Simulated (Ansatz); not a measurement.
YN (started from an entry of an open crystallographic database), relaxed with r2SCAN in the plane-wave code Ansatz: the symmetry is Fm-3m (No. 225, cubic); conventional cell a = 4.896 Å, 14.67 Å³ an atom. Y is surrounded by 6 N at 2.45 Å; N is surrounded by 6 Y at 2.45 Å. The primitive cell holds 2 atoms in 29.34 Å³. The values are computed, non-magnetic, and not measurements.

Computed values: PBE gives a gap of 0.20 eV and PBE0 (25 % exact exchange) 1.76 eV; one over PBE's mean ε∞ is 0.078. Without spin-orbit coupling PBE's valence top is a threefold level at Γ and the gap is 0.199 eV; with it the level splits into four states above two, Δ₀ = 0.056 eV apart. HSE06+SOC (6×6×6) gives a least gap of 1.07 eV and a least direct gap of 1.51 eV. r2SCAN's ε∞ is 9.57.

**Taking the gap as linear in the share of unscreened exchange, estimate the gap of the hybrid whose share is 1/ε∞.** The slope is (1.76 − 0.20)/0.25 = 6.24 eV per unit share, so E_g ≈ 0.20 + 6.24 × 0.078 = 0.69 eV. The run with that share gives 0.65 eV (6×6×6 mesh), -0.04 eV from the straight line.

**If the centre of gravity stays and the conduction band doesn't move, what gap follows with spin-orbit coupling?** The fourfold level rises by Δ₀/3 = 0.019 eV and the twofold one falls by 2Δ₀/3, so E_g ≈ 0.199 − 0.019 = 0.180 eV. The PBE+SOC run gives 0.182 eV, +0.001 eV from the estimate.

**At what wavelength does absorption set in by HSE06+SOC, excitons left aside?** λ = 1239.84 eV nm/E: 1159 nm for the least gap, where it needs phonons and is weak, and 821 nm for direct transitions. That lies in the infrared.

**What refractive index and reflectivity at normal incidence follow, below the gap and above the phonons?** n = √9.57 = 3.094; R = ((n − 1)/(n + 1))² = (2.094/4.094)² = 26.2 % a face.

Only the levels marked +SOC include spin-orbit coupling.

The meshes of the hybrids are coarse, so their gaps aren't converged to the digits shown.
